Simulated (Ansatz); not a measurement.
The calculation used Ansatz, DFT PBE, scalar-relativistic, plane waves, PAW. All cells share a 420 eV cutoff and Γ-centred k meshes spaced at most about 0.3 Å⁻¹ (about 0.25 or finer for metals, 2π included). No spin polarisation in the final relaxations.

These are static total energies at zero pressure.

Compare these two cells of SnTe, each relaxed at this level.

A. Space group P4/mmm (No. 123), tetragonal, a = 4.485 Å, c = 3.189 Å. Around Sn lie 4 Te at 3.17 Å and 2 Sn at 3.19 Å; Te has 4 Sn at 3.17 Å and 2 Te at 3.19 Å.

B. Space group I4mm (No. 107), tetragonal, a = 4.534 Å, c = 6.434 Å. Sn is surrounded by 6 Te at 3.09–3.35 Å; Te is surrounded by 6 Sn at 3.09–3.35 Å.

Problem. Which arrangement of the elements on these sites is preferred, and by what margin?

Solution. B is lower, by 171 meV/atom. The two share one framework of sites and differ in which element sits where. A has space group P4/mmm (No. 123), 32.1 Å³/atom and no gap on its mesh; B has space group I4mm (No. 107), 33.1 Å³/atom and a gap of 0.33 eV. Counting Te atoms around Sn (those within 1.25 times the shortest such distance or 1.15 times the sum of covalent radii, 1.27 where that leaves under three), A has Sn 4 and B has Sn 6. The lower one is the more open, so pressure narrows the difference. Both come from invented guesses. The part of the Crystallography Open Database at hand lists SnTe in space group No. 225, which no cell shown has.

Spin–orbit coupling, which can matter for Te, is left out. Kohn–Sham gaps at this level usually fall short of measured ones. The missing spin–orbit coupling can work the other way here. Cells relaxed within their symmetry can be saddle points.
